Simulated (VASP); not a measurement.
The system is KBr.

```
K Br
1.0
     0.00000    3.30244    3.30244
     3.30244    0.00000    3.30244
     3.30244    3.30244    0.00000
K Br
1 1
Direct
  0.00000 0.00000 0.00000
  0.50000 0.50000 0.50000
```

Base run:

- Program: VASP 6.6.1
- Functional: PBE
- Potentials or basis: VASP PAW PBE potentials, release 64 (K_sv, Br)
- Cutoff: 520 eV
- k mesh: 4 × 4 × 4
- Occupations: gaussian, width 0.01 eV
- Spin: no spin polarisation

Its results: band gap on the k mesh 4.43 eV, direct; pressure 0.7 GPa.

The run is repeated on the same cell with these changes: functional from PBE to LDA; potentials or basis from VASP PAW PBE potentials, release 64 (K_sv, Br) to VASP PAW LDA potentials, release 64 (K_sv, Br). What comes out?

Band gap on the k mesh 4.03 eV, direct; pressure -1.6 GPa.

A k mesh can miss the band edges.

Not every run made on this cell is shown here.
